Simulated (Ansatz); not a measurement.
**Te: energies, forces and stress near the listed structure**

A set of self-consistent runs on Te under random distortions, further strains and shifts, to map its energy surface near the listed cell.

Method: DFT PBE, scalar-relativistic, plane waves, PAW, in Ansatz 0.2.0.

**1. The structure to begin with**

It takes space group C2/m (No. 12, monoclinic). The conventional cell has a = 7.641 Å, b = 4.296 Å, c = 5.977 Å, α = 90.00°, β = 90.90°, γ = 90.00°. Te (site symmetry m) is surrounded by 6 Te at 3.03 to 3.47 Å. Around Te (site symmetry 2/m) lie 6 Te at 3.09 to 3.31 Å.

Structure file:

```cif
data_structure
_symmetry_space_group_name_H-M 'P 1'
_symmetry_Int_Tables_number 1
_cell_length_a 4.3829
_cell_length_b 4.3829
_cell_length_c 5.9768
_cell_angle_alpha 90.788
_cell_angle_beta 90.788
_cell_angle_gamma 58.699
_cell_volume 98.09
loop_
_atom_site_label
_atom_site_type_symbol
_atom_site_fract_x
_atom_site_fract_y
_atom_site_fract_z
_atom_site_occupancy
Te1 Te 0.69055 0.69055 0.66119 1
Te2 Te 0.30945 0.30945 0.33881 1
Te3 Te 0.00000 0.00000 0.00000 1
```

The structure comes from the Materials Project (structure only).

**2. A random distortion, cell strained**

What differs from the listed cell: strain xx, yy, zz, yz, xz, xy = +5.0, +3.3, +6.7, +3.0, +0.0, -1.6 %; atoms moved by 0.25 Å root mean square, at most 0.31 Å.

input.yaml

```yaml
crystal:
  lattice:
    - [4.0437913536, -2.2791842284, -0.0653247446]
    - [3.9756074031, 2.1579282419, 0.0635674114]
    - [-0.1003403094, 0.1807791157, 6.3794386982]
  atoms:
    - { symbol: Te, position: [0.7391943475, 0.7198432863, 0.6774001035] }
    - { symbol: Te, position: [0.2517416734, 0.3016950623, 0.3377201491] }
    - { symbol: Te, position: [0.0090616516, -0.0215360211, -0.0151202526] }
basis:
  ecutwfc: 420
kpoints:
  mp_grid: { grid: [10, 10, 6] }
hamiltonian:
  xc: pbe
scf:
  occupations: { method: gaussian, width: 0.1 }
output:
  forces: true
  stress: true
  eigenvalues: true
```

Started as:

```sh
ansatz run input.yaml --threads 1 --pin off --max-ram 1331MiB --backend cpu --events-out ev --progress --plain --runs-dir out
```

**3. A change within a subgroup**

input.yaml

```yaml
crystal:
  lattice:
    - [3.699731662, -2.0706909843, -0.0242907002]
    - [3.7636621713, 2.1843827977, -0.0437104517]
    - [-0.1452914689, -0.0284149779, 6.0582046747]
  atoms:
    - { symbol: Te, position: [0.6829318058, 0.6859938103, 0.6907823814] }
    - { symbol: Te, position: [0.3170681942, 0.3140061897, 0.3092176186] }
    - { symbol: Te, position: [0.0, 0.0, 0.0] }
basis:
  ecutwfc: 420
kpoints:
  mp_grid: { grid: [12, 12, 8] }
hamiltonian:
  xc: pbe
scf:
  occupations: { method: gaussian, width: 0.1 }
output:
  forces: true
  stress: true
  eigenvalues: true
  populations: true
```

What does the calculation give? Wanted: for each run, case; energy; pressure; largest force.

**Answer**, as computed:

| step | case | energy (meV/atom) | pressure (GPa) | largest force (eV/Å) | gap on the mesh (eV) |
| --- | --- | --- | --- | --- | --- |
| 2 | a random distortion, cell strained | +0.0 | -2.3 | 0.78 | 0.00 |
| 3 | a change within a subgroup | -80.8* | 1.9 | 0.60 | 0.00 |

Energies are counted from step 2, with the smearing taken to zero; a star marks another k mesh, which can shift energies by itself, so starred rows don't rank against the others. A gap of 0.00 means none on the mesh at this level.

What this shows: Among the distorted cells of the listed formula and level the largest force, 0.78 eV/Å, acts on Te1 in step 2. The distorted cells of the listed formula and level show no gap on the mesh. Spin-orbit coupling is left out for Te.
